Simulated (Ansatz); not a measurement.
CaO:

```
CELL_PARAMETERS angstrom
0.00000 2.40356 2.40356
2.40356 0.00000 2.40356
2.40356 2.40356 0.00000
ATOMIC_POSITIONS crystal
Ca 0.00000 0.00000 0.00000
O 0.50000 0.50000 0.50000
```

The cell is a database's computed one.

- Program: Ansatz 0.2.0
- Task: single point
- Functional: PBE
- Potentials or basis: Ansatz PAW
- Cutoff: 420 eV (not typed: the program's choice for these potentials)
- k mesh: 10 × 10 × 10
- Occupations: fermi-dirac, width 0.05 eV
- Spin: no spin polarisation

On this cell: pressure 1.6 GPa; largest force zero by symmetry; band gap on the k mesh 3.66 eV, indirect (least direct gap 4.03 eV).

The same run follows on a disturbed copy (atoms moved at random, drawn with an rms of 0.05 Å):

```xyz
2
Lattice="0.0000 2.4036 2.4036 2.4036 0.0000 2.4036 2.4036 2.4036 0.0000" Properties=species:S:1:pos:R:3 pbc="T T T"
Ca   -0.0231    0.0124    0.0167
O     2.3918    2.4110    2.4542
```

Task: What changes?

Result: The energy moves by +1.0 meV/atom; pressure 1.7 GPa; largest force 0.108 eV/Å; band gap on the k mesh 3.66 eV, indirect (least direct gap 4.03 eV).

Forces in eV/Å, atoms in the order of the input:
```
Ca   0.034 -0.015  0.102
O   -0.034  0.015 -0.102
```

Stress tensor (GPa, compression positive):
```
 1.61  0.00 -0.01
 0.00  1.60  0.00
-0.01  0.00  1.77
```

A k mesh can miss the band edges.
